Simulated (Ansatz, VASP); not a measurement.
**One calculation of AlP, two programs**

File POSCAR:

```
AlP
1.0
    0.0000000000      2.7392607939      2.7392607939
    2.7392607939      0.0000000000      2.7392607939
    2.7392607939      2.7392607939      0.0000000000
Al P
1 1
Direct
    0.0000000000      0.0000000000      0.0000000000
    0.2500000000      0.2500000000      0.2500000000
```

File INCAR.step1:

```
SYSTEM = AlP
PREC     = Accurate       ! precision mode
ENCUT    = 520            ! plane-wave cutoff, eV
EDIFF    = 1E-5           ! SCF threshold, eV
ISMEAR   = 0              ! smearing method
SIGMA    = 0.01           ! smearing width, eV
LREAL    = .False.        ! projectors in reciprocal space
LASPH    = .True.         ! aspherical terms in the spheres
NELM     = 80             ! most SCF steps
ALGO     = Normal         ! electronic algorithm
ISIF     = 2              ! what is computed and relaxed
LWAVE    = .True.         ! write WAVECAR
LCHARG   = .False.        ! write CHGCAR
GGA      = PE             ! functional
NBANDS   = 11             ! bands
```

File INCAR.step2:

```
SYSTEM = AlP
PREC     = Accurate       ! precision mode
ENCUT    = 520            ! plane-wave cutoff, eV
EDIFF    = 1E-6           ! SCF threshold, eV
ISMEAR   = 0              ! smearing method
SIGMA    = 0.01           ! smearing width, eV
LREAL    = .False.        ! projectors in reciprocal space
LASPH    = .True.         ! aspherical terms in the spheres
NELM     = 80             ! most SCF steps
ALGO     = Normal         ! electronic algorithm
ISIF     = 2              ! what is computed and relaxed
LWAVE    = .False.        ! write WAVECAR
LCHARG   = .False.        ! write CHGCAR
GGA      = PE             ! functional
LHFCALC  = .True.         ! exact exchange
HFSCREEN = 0.2079         ! screening, 1/A
PRECFOCK = Normal       
ISTART   = 1            
NBANDS   = 11             ! bands
```

Contents of KPOINTS:

```
regular mesh
0
Gamma
  4 4 4
  0 0 0
```

Input for Ansatz:

```yaml
crystal:
  lattice:
    - [0.0, 2.7392607939, 2.7392607939]
    - [2.7392607939, 0.0, 2.7392607939]
    - [2.7392607939, 2.7392607939, 0.0]
  atoms:
    - { symbol: Al, position: [0.0, 0.0, 0.0] }
    - { symbol: P, position: [0.25, 0.25, 0.25] }
kpoints:
  mp_grid: { grid: [4, 4, 4] }
hamiltonian:
  xc: hse06
scf:
  occupations: { method: fixed }
  n_extra_bands: 4
  exx: { q_mesh: [1, 1, 1] }
output:
  forces: true
  stress: true
  eigenvalues: true
```

Alike in both runs: task single point; functional HSE06; k mesh 4 × 4 × 4; no spin polarisation.

|  | VASP | Ansatz |
| --- | --- | --- |
| version | VASP 6.6.1 | Ansatz 0.2.0 |
| potentials or method | VASP PAW PBE potentials, release 64 (Al, P) | plane waves |
| plane-wave cutoff (eV) | 520 | 420 |
| occupations | gaussian, width 0.01 eV | fixed |
| valence electrons in the cell | 8 | 8 |

```csv
,VASP,Ansatz,Ansatz less VASP
gap on the k mesh at the Fermi level (eV),2.30,2.29,-0.003
pressure (GPa),0.0,0.2,+0.25
```

Ansatz warned: «exchange_mesh_not_taken_up».

Caveats: the k mesh is coarse (spacing up to 0.50 Å⁻¹), so the values aren't converged, least of all with exact exchange; the PAW data sets were made with another functional, which shifts forces and pressure a little (VASP). A k mesh can miss the band edges.
